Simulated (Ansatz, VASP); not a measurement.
**Al: VASP beside Ansatz**

```
CELL_PARAMETERS angstrom
0.00000 1.73026 1.73026
1.73026 0.00000 1.73026
1.73026 1.73026 0.00000
ATOMIC_POSITIONS crystal
Al 0.00000 0.00000 0.00000
```

Change from the starting cell: volume scaled by 0.64, LAPW.

Alike in both runs: task single point; functional PBEsol; k mesh 18 × 18 × 18; occupations fermi-dirac, width 0.08 eV; no spin polarisation.

|  | VASP | Ansatz |
| --- | --- | --- |
| version | VASP 6.6.1 | Ansatz 0.2.0 |
| potentials or method | VASP PAW PBE potentials, release 64 (Al), cutoff 520 eV | all-electron LAPW, scalar-relativistic |

VASP gave:

| Quantity | Value |
| --- | --- |
| pressure (GPa) | 96.0 |

Q: Estimate Ansatz's values.

A: Pressure (GPa): 94.6.

Ansatz ran all-electron here, so the differences hold the error of VASP's frozen core and of both bases.

Caveats: the cell as given lies far from equilibrium; so large a pressure means that the cell lies far from this level's equilibrium, or that cutoff or potentials fall short (VASP); the potentials were made for another functional, which shifts forces and pressure (VASP).
